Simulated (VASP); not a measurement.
Input of a VASP 6.6.1 run:

Contents of INCAR:

```
SYSTEM = PbS
ALGO = Fast
EDIFF = 1E-6
ENCUT = 520
GGA = PS
ISIF = 2
ISMEAR = 0
LASPH = .TRUE.
LCHARG = .FALSE.
LREAL = .FALSE.
LWAVE = .FALSE.
NELM = 100
PREC = Accurate
SIGMA = 0.5
```

File KPOINTS:

```
k-points
0
G
  10 10 10
  0 0 0
```

File POSCAR:

```
PbS
1.0
    0.0000000000      2.9519000000      2.9519000000
    2.9519000000      0.0000000000      2.9519000000
    2.9519000000      2.9519000000      0.0000000000
Pb S
1 1
Direct
    0.5000000000      0.5000000000      0.5000000000
    0.0000000000      0.0000000000      0.0000000000
```

Potentials or basis: VASP PAW PBE potentials, release 64 (Pb_d, S).

The run is started by

```bash
$ cat potpaw_PBE.64/Pb_d/POTCAR potpaw_PBE.64/S/POTCAR > POTCAR
$ mpirun -np 1 vasp_std > vasp.out
```

(1) What does it give for the band gap on the k mesh?

(2) Predict the pressure.

Answers

(1) 0.20 eV, direct.

(2) -0.1 GPa.

Caveat: the PAW data sets were made with another functional, which shifts forces and pressure a little; spin-orbit coupling is left out, which as a rule narrows the gap of such compounds by several tenths of an eV.
